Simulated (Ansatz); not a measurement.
# Structure types of W compared at 49 GPa

Structure types of W are relaxed in primitive cells with their symmetry kept at 49 GPa, first on PAW files, then by LAPW. The enthalpy is E + pV at zero temperature, without zero-point motion. Only the types listed were tried, and differences under about 5 meV/atom are mesh noise.

All numbers are PBE results (scalar-relativistic) from Ansatz 0.2.0, with Fermi–Dirac smearing of 0.08 eV, no spin polarisation. Methods: LAPW: all electrons, basis error target 0.5 meV/atom; PAW: frozen-core files, cutoff 420 eV.

k meshes: fcc 17×17×17, bcc 18×18×18, hcp 16×16×9, sc 15×15×15, beta tin 17×17×17, diamond 13×13×13.

Spin–orbit coupling is left out, which matters for the heavy atoms.

Task: Order the types by LAPW enthalpy, lowest first.
A. hcp
B. fcc
C. beta tin
D. bcc
E. diamond
F. sc

Result: D (0 meV/atom), B (547 meV/atom), A (577 meV/atom), C (1456 meV/atom), F (1981 meV/atom), E (4599 meV/atom).

```csv
start type,ends as,"a, b, c (Å)",V (Å³/atom),"H − H(lowest), LAPW (meV/atom)","same, PAW"
fcc,"fcc, Fm-3m","3.861, 3.861, 3.861",14.39,547.0,547.1
bcc,"bcc, Im-3m","3.054, 3.054, 3.054",14.24,0.0,0.0
hcp,"hcp, P6_3/mmc","2.672, 2.672, 4.666",14.43,576.9,576.9
sc,"sc, Pm-3m","2.499, 2.499, 2.499",15.61,1981.3,1983.4
beta tin,"beta tin, I4_1/amd","4.853, 4.853, 2.562",15.08,1455.6,1457.3
diamond,"diamond, Fd-3m","5.359, 5.359, 5.359",19.23,4599.2,4602.8
```

Task: Split the lead of bcc over fcc into energy and pV.

Result: For fcc less bcc: ΔE = +500.7 meV/atom, and p·ΔV = 49 GPa × +0.1514 Å³ × 6.242 meV/(GPa·Å³) = +46.3 meV/atom, together 547.0 meV/atom. bcc wins on both counts.
